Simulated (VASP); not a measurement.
# Al (I4/mmm) in VASP: notebook

The runs below take Al through single point, with r2SCAN.

Program: VASP 6.6.1. These are calculated values, not measurements. Logs are shortened: lines on timing, memory, paths and dates and some standing lists are left out, and cuts for length are marked.

### Step 1. The cell of the first run

Symmetry: I4/mmm, No. 139, tetragonal system. The conventional cell has a = 3.342 Å, b = 3.342 Å, c = 3.182 Å, α = 90.00°, β = 90.00°, γ = 90.00°. Al (site symmetry 4/mmm) is surrounded by 10 Al at 2.85 to 3.18 Å.

This isn't the form of Al at room conditions, which is fcc.

### Step 2. Single point, r2SCAN (strain +0.050 along x and y, +0.000 along z, atoms carried along)

Input file POSCAR:

```
Al
1.0
   -1.6707796245      1.6707796245      1.5912186900
    1.6707796245     -1.6707796245      1.5912186900
    1.6707796245      1.6707796245     -1.5912186900
Al
1
Direct
    0.0000000000      0.0000000000      0.0000000000
```

Input file INCAR.step1:

```
SYSTEM = Al
  PREC = Accurate
  ENCUT = 520
  ISMEAR = 0
  SIGMA = 0.15
  LREAL = .FALSE.
  LASPH = .TRUE.
  NELM = 100
  NBANDS = 8
  GGA = PE
  ALGO = Normal
  EDIFF = 1E-4
  LWAVE = .TRUE.
  LCHARG = .FALSE.
```

Input file INCAR.step2:

```
SYSTEM = Al
  PREC = Accurate
  ENCUT = 520
  EDIFF = 1E-6
  ISMEAR = 0
  SIGMA = 0.15
  LREAL = .FALSE.
  LASPH = .TRUE.
  NELM = 100
  ALGO = Normal
  ISIF = 2
  LWAVE = .FALSE.
  LCHARG = .FALSE.
  METAGGA = R2SCAN
  LMIXTAU = .TRUE.
  NBANDS = 8
  ISTART = 1
```

Input file KPOINTS:

```
regular mesh
0
G
  20 20 20
  0 0 0
```

Potentials or basis: VASP PAW PBE potentials, release 64 (Al).

Started as:

```bash
> cat potpaw_PBE.64/Al/POTCAR > POTCAR
> cp INCAR.step1 INCAR
> mpirun -np 1 vasp_std > vasp.out
> cp INCAR.step2 INCAR
> mpirun -np 1 vasp_std > vasp.out
```

OUTCAR:

```text
SYSTEM = Al
   PREC = Accurate
   ENCUT = 520
   EDIFF = 1E-6
   ISMEAR = 0
   LREAL = .FALSE.
   LASPH = .TRUE.
   NELM = 100
   ISIF = 2
   METAGGA = R2SCAN
   ISTART = 1

 ion  position               nearest neighbor table
   1  0.000  0.000  0.000-

  LATTYP: Found a body centered tetragonal cell.
 ALAT       =     3.3415592490
 C/A-ratio  =     0.9523809524

  Lattice vectors:

 A1 = (  -1.6707796245,   1.6707796245,   1.5912186900)
 A2 = (   1.6707796245,  -1.6707796245,   1.5912186900)
 A3 = (   1.6707796245,   1.6707796245,  -1.5912186900)

Analysis of symmetry for initial positions (statically):
=====================================================================
 Subroutine PRICEL returns:
 Original cell was already a primitive cell.

 Routine SETGRP: Setting up the symmetry group for a
 body centered tetragonal supercell.

 Subroutine GETGRP returns: Found 16 space group operations
 (whereof 16 operations were pure point group operations)
 out of a pool of 16 trial point group operations.

The static configuration has the point symmetry D_4h.

Analysis of symmetry for dynamics (positions and initial velocities):
=====================================================================
 Subroutine PRICEL returns:
 Original cell was already a primitive cell.

 Routine SETGRP: Setting up the symmetry group for a
 body centered tetragonal supercell.

 Subroutine GETGRP returns: Found 16 space group operations
 (whereof 16 operations were pure point group operations)
 out of a pool of 16 trial point group operations.

The dynamic configuration has the point symmetry D_4h.

 Subroutine INISYM returns: Found 16 space group operations
 (whereof 16 operations are pure point group operations),
 and found     1 'primitive' translations

----------------------------------------------------------------------------------------

                                     Primitive cell

  volume of cell :      17.7676

  direct lattice vectors                    reciprocal lattice vectors
    -1.670779624  1.670779624  1.591218690     0.000000000  0.299261490  0.314224565
     1.670779624 -1.670779624  1.591218690     0.299261490  0.000000000  0.314224565
     1.670779624  1.670779624 -1.591218690     0.299261490  0.299261490  0.000000000

  length of vectors
     2.848681454  2.848681454  2.848681454     0.433929161  0.433929161  0.423219658

  position of ions in fractional coordinates (direct lattice)
     0.000000000  0.000000000  0.000000000

  ion indices of the primitive-cell ions
   primitive index   ion index
                 1           1

----------------------------------------------------------------------------------------

 KPOINTS: regular mesh

Automatic generation of k-mesh.
 Grid dimensions read from file:
 generate k-points for:   20   20   20

 Generating k-lattice:

  Cartesian coordinates                     Fractional coordinates (reciprocal lattice)
     0.000000000  0.014963075  0.015711228     0.050000000 -0.000000000  0.000000000
     0.014963075  0.000000000  0.015711228    -0.000000000  0.050000000  0.000000000
     0.014963075  0.014963075  0.000000000     0.000000000  0.000000000  0.050000000

  Length of vectors
     0.021696458  0.021696458  0.021160983

  Shift w.r.t. Gamma in fractional coordinates (k-lattice)
     0.000000000  0.000000000  0.000000000

 Subroutine IBZKPT returns following result:
 ===========================================

 Found    641 irreducible k-points:

 Following reciprocal coordinates:
            Coordinates               Weight
  0.000000  0.000000  0.000000      1.000000
  0.050000  0.000000 -0.000000      8.000000
  0.100000 -0.000000  0.000000      8.000000
  0.150000 -0.000000  0.000000      8.000000
  0.200000 -0.000000  0.000000      8.000000
  0.250000  0.000000 -0.000000      8.000000
[... 16 lines left out ...]
 -0.400000  0.050000  0.000000     16.000000
 -0.350000  0.050000 -0.000000     16.000000
 [... further k-points ...]
   k-points           NKPTS =    641   k-points in BZ     NKDIM =    641   number of bands    NBANDS=      8
   number of dos      NEDOS =    301   number of ions     NIONS =      1
   total plane-waves  NPLWV =  13824
   dimension x,y,z NGX =    24 NGY =   24 NGZ =   24
   dimension x,y,z NGXF=    48 NGYF=   48 NGZF=   48
   ions per type =               1
   NGX,Y,Z   is equivalent  to a cutoff of  14.01, 14.01, 14.01 a.u.
   NGXF,Y,Z  is equivalent  to a cutoff of  28.01, 28.01, 28.01 a.u.
 SYSTEM =  Al
   PREC   = accura    normal or accurate (medium, high low for compatibility)
   ISTART =      1    job   : 0-new  1-cont  2-samecut
   ICHARG =      0    charge: 1-file 2-atom 10-const
   ISPIN  =      1    spin polarized calculation?
   LNONCOLLINEAR =      F non collinear calculations
   LSORBIT =      F    spin-orbit coupling
   LASPH  =      T    aspherical Exc in radial PAW
   ENCUT  =  520.0 eV  38.22 Ry    6.18 a.u.   5.30  5.30  5.30*2*pi/ulx,y,z
   NELM   =    100;   NELMIN=  2; NELMDL=  0     # of ELM steps
   EDIFF  = 0.1E-05   stopping-criterion for ELM
   LREAL  =      F    real-space projection
   EDIFFG = 0.1E-04   stopping-criterion for IOM
   NSW    =      0    number of steps for IOM
   IBRION =     -1    ionic relax: 0-MD 1-quasi-New 2-CG
   NFREE  =      0    steps in history (QN), initial steepest desc. (CG)
   ISIF   =      2    stress and relaxation
   ISYM   =      2    0-nonsym 1-usesym 2-fastsym
   POTIM  = 0.5000    time-step for ionic-motion
   TEBEG  =    0.0;   TEEND  =   0.0 temperature during run
   PSTRESS=    0.0 pullay stress
   NELECT =       3.0000    total number of electrons
   NUPDOWN=      -1.0000    fix difference up-down
   EMIN   =  10.00;   EMAX   =-10.00  energy-range for DOS
   EFERMI =   0.00;   METHOD = LEGACY
   ISMEAR =     0;   SIGMA  =   0.15  broadening in eV -4-tet -1-fermi 0-gaus
   EFERMI_NEDOS =   21; number of points for ismear=-14 and -15
   IALGO  =     38    algorithm
   IMIX   =      4    mixing-type and parameters
     AMIX     =   0.40;   BMIX     =  1.00
     AMIX_MAG =   1.60;   BMIX_MAG =  1.00
  volume/ion in A,a.u.               =      17.77       119.90
  Fermi-wavevector in a.u.,A,eV,Ry     =   0.904842  1.709903 11.139609  0.818738
  Thomas-Fermi vector in A             =   2.028337
   LORBIT       =      0    0 simple, 1 ext, 2 COOP (PROOUT), +10 PAW based schemes
   METAGGA = R2SCAN    functional components
   LHFCALC =     F    Hartree Fock is set to
   AEXX    =    0.0000 exact exchange contribution
   IVDW    =     0    specifies the selected vdW correction
   LEPSILON=     F    determine dielectric tensor
   LRPA    =     F    only Hartree local field effects (RPA)
 non-spin polarized calculation
 Gauss-broadening in eV      SIGMA  =   0.15
  energy-cutoff  :      520.00
  volume of cell :       17.77
 maximum number of plane-waves:       490
 NGX is ok and might be reduce to    24
   NGX = 11   NGY = 11   NGZ = 11

 number of electron       3.0000000 magnetization

 Free energy of the ion-electron system (eV)
  ---------------------------------------------------
  ext. energy  EPLUGINS =         0.00000000
  ---------------------------------------------------
  free energy    TOTEN  =        -6.59337677 eV

  energy without entropy =       -6.58884373  energy(sigma->0) =       -6.59111025

 E-fermi :   7.2744     XC(G=0): -10.6550

 val. band max:        7.2699759125   @ k =   0.3500   0.2500   0.1500
 cond. band min:       7.2770206870   @ k =  -0.3500   0.5000   0.2000
 fundamental gap:      0.0070447745
 Fermi energy:         7.2743939900

 k-point     1 :       0.0000    0.0000    0.0000
  band No.  band energies     occupation
      1      -4.0687      2.00000
      2      20.1150      0.00000
      3      21.2963      0.00000
      4      21.2963      0.00000
      5      21.8021      0.00000
      6      21.8021      0.00000
      7      22.4435      0.00000
      8      23.2530      0.00000

 k-point     2 :       0.0500    0.0000   -0.0000
  band No.  band energies     occupation
      1      -3.9943      2.00000
      2      19.6201      0.00000
      3      20.1942      0.00000
      4      20.7498      0.00000
      5      21.5355      0.00000
      6      22.6204      0.00000
      7      22.6703      0.00000
      8      23.3752      0.00000

 k-point     3 :       0.1000   -0.0000    0.0000
  band No.  band energies     occupation
      1      -3.7713      2.00000
      2      18.2743      0.00000
      3      18.7593      0.00000
      4      19.9082      0.00000
      5      20.7193      0.00000
      6      22.4243      0.00000
      7      23.5817      0.00000
      8      23.9123      0.00000

 k-point     4 :       0.1500   -0.0000    0.0000
  band No.  band energies     occupation
      1      -3.4004      2.00000
      2      16.1414      0.00000
      3      17.9247      0.00000
      4      18.9990      0.00000
      5      19.9078      0.00000
      6      21.6673      0.00000
      7      24.1450      0.00000
      8      24.6032      0.00000

 k-point     5 :       0.2000   -0.0000    0.0000
  band No.  band energies     occupation
      1      -2.8826      2.00000
      2      14.0032      0.00000
      3      17.1872      0.00000
      4      18.1347      0.00000
      5      19.1649      0.00000
      6      20.9468      0.00000
      7      24.6562      0.00000
      8      25.2266      0.00000

 k-point     6 :       0.2500    0.0000   -0.0000
  band No.  band energies     occupation
      1      -2.2194      2.00000
      2      11.9324      0.00000
      3      16.5642      0.00000
      4      17.3652      0.00000
      5      18.5157      0.00000
      6      20.3034      0.00000
      7      25.1767      0.00000
      8      26.0219      0.00000

 k-point     7 :       0.3000   -0.0000    0.0000
  band No.  band energies     occupation
      1      -1.4126      2.00000
      2       9.9585      0.00000
      3      16.0614      0.00000
      4      16.7124      0.00000
      5      17.9745      0.00000
      6      19.7528      0.00000
      7      25.7748      0.00000
      8      26.9314      0.00000
[... 133 lines left out ...]
 k-point    20 :       0.4500    0.0500    0.0000
  band No.  band energies     occupation
      1       2.5520      2.00000
      2       4.0305      2.00000
      3      14.2001      0.00000
      4      15.4461      0.00000
      5      17.5892      0.00000
      6      19.3836      0.00000
      7      27.5140      0.00000
      8      30.2124      0.00000

 k-point    21 :       0.5000    0.0500    0.0000
  band No.  band energies     occupation
      1       2.4908      2.00000
      2       4.0980      2.00000
      3      14.1385      0.00000
      4      15.5113      0.00000
      5      17.5480      0.00000
      6      19.4378      0.00000
      7      28.1749      0.00000
      8      29.6199      0.00000

 k-point    22 :      -0.4500    0.0500   -0.0000
  band No.  band energies     occupation
      1       1.2349      2.00000
      2       5.6232      2.00000
      3      14.2088      0.00000
      4      15.7043      0.00000
      5      17.6367      0.00000
      6      19.6164      0.00000
      7      27.9951      0.00000
      8      28.9202      0.00000

 k-point    23 :      -0.4000    0.0500    0.0000
  band No.  band energies     occupation
      1       0.0872      2.00000
      2       7.3022      0.79341
      3      14.4104      0.00000
      4      16.0247      0.00000
      5      17.8551      0.00000
      6      19.9154      0.00000
      7      27.1889      0.00000
      8      28.1047      0.00000

 k-point    24 :      -0.3500    0.0500   -0.0000
  band No.  band energies     occupation
      1      -0.9263      2.00000
      2       9.1067      0.00000
      3      14.7419      0.00000
      4      16.4712      0.00000
      5      18.2012      0.00000
      6      20.3272      0.00000
      7      26.2856      0.00000
      8      27.2970      0.00000

 [... further k-points ...]

------------------------ aborting loop because EDIFF is reached ----------------------------------------

  FORCE on cell =-STRESS in cart. coord.  units (eV):
  Direction    XX          YY          ZZ          XY          YZ          ZX
  --------------------------------------------------------------------------------------
  -------------------------------------------------------------------------------------
  Total       -0.6555851     -0.6555851     -0.8503494      0.0000000     -0.0000000      0.0000000
  in kB      -59.1168707    -59.1168707    -76.6795912      0.0000000     -0.0000000      0.0000000
  external PRESSURE =     -64.9711109 kB  Pullay stress =       0.0000000 kB

 VOLUME and BASIS-vectors are now :
 -----------------------------------------------------------------------------
  energy-cutoff  :      520.00
  volume of cell :       17.77
      direct lattice vectors                 reciprocal lattice vectors
    -1.670779624  1.670779624  1.591218690     0.000000000  0.299261490  0.314224565
     1.670779624 -1.670779624  1.591218690     0.299261490  0.000000000  0.314224565
     1.670779624  1.670779624 -1.591218690     0.299261490  0.299261490  0.000000000

 POSITION                                       TOTAL-FORCE (eV/Angst)
 -----------------------------------------------------------------------------------
      0.00000      0.00000      0.00000         0.000000      0.000000      0.000000
 -----------------------------------------------------------------------------------
    total drift:                               -0.000000      0.000000     -0.000000

  FREE ENERGIE OF THE ION-ELECTRON SYSTEM (eV)
  ---------------------------------------------------
  free  energy   TOTEN  =        -6.5933767734 eV

  energy  without entropy=       -6.5888437282  energy(sigma->0) =       -6.59111025
```

It took 79 s on 1 thread of Intel Xeon 6975P-C (Granite Rapids), shared host; peak memory 0.19 GiB.

What came out:

- Free energy: -6.5934 eV
- Pressure: -6.5 GPa
- Band gap on the k mesh: none (metal or under the smearing width)

Caveat: the PAW data sets were made with another functional, which shifts forces and pressure a little.

### Step 3. Single point, r2SCAN (strain -0.050 along x and y, -0.050 along z, atoms carried along)

Input file POSCAR:

```
Al
1.0
   -1.5116577555      1.5116577555      1.5116577555
    1.5116577555     -1.5116577555      1.5116577555
    1.5116577555      1.5116577555     -1.5116577555
Al
1
Direct
    0.0000000000      0.0000000000      0.0000000000
```

Input file INCAR.step1:

```
PREC = Accurate
ENCUT = 520
ISMEAR = 0
SIGMA = 0.15
LREAL = F
LASPH = T
NELM = 100
NBANDS = 8
GGA = PE
ALGO = Normal
EDIFF = 1E-4
LWAVE = T
LCHARG = F
```

Input file INCAR.step2:

```
PREC = Accurate
ENCUT = 520
EDIFF = 1E-7
ISMEAR = 0
SIGMA = 0.15
LREAL = F
LASPH = T
NELM = 100
ALGO = Normal
ISIF = 2
LWAVE = F
LCHARG = F
METAGGA = R2SCAN
LMIXTAU = T
NBANDS = 8
ISTART = 1
```

Input file KPOINTS:

```
Automatic mesh
0
Gamma
  20 20 20
```

Potentials or basis: VASP PAW PBE potentials, release 64 (Al).

Started as:

```bash
> cat potpaw_PBE.64/Al/POTCAR > POTCAR
> cp INCAR.step1 INCAR
> mpirun -np 1 vasp_std > vasp.out
> cp INCAR.step2 INCAR
> mpirun -np 1 vasp_std > vasp.out
```

It took 32 s on 1 thread of Intel Xeon 6975P-C (Granite Rapids), shared host; peak memory 0.14 GiB.

The run converged. Its results:

```yaml
Free_energy: -6.5124 eV
Pressure: 17.9 GPa
Band_gap_on_the_k_mesh: none (metal or under the smearing width)
```

Levels at points of the mesh, in eV from the Fermi level:
```tsv
k point	band 1	band 2	band 3	band 4
(0.00, 0.00, 0.00)	-13.19	15.18	15.18	15.18
(0.50, 0.00, 0.00)	-5.43	-4.25	9.09	10.36
(0.50, 0.50, 0.50)	2.36	2.36	2.36	2.63
```

Caveat: so large a pressure means that the cell lies far from this level's equilibrium, or that cutoff or potentials fall short; the potentials were made for another functional, which shifts forces and pressure.

(Part 1 of 2 ends here.)
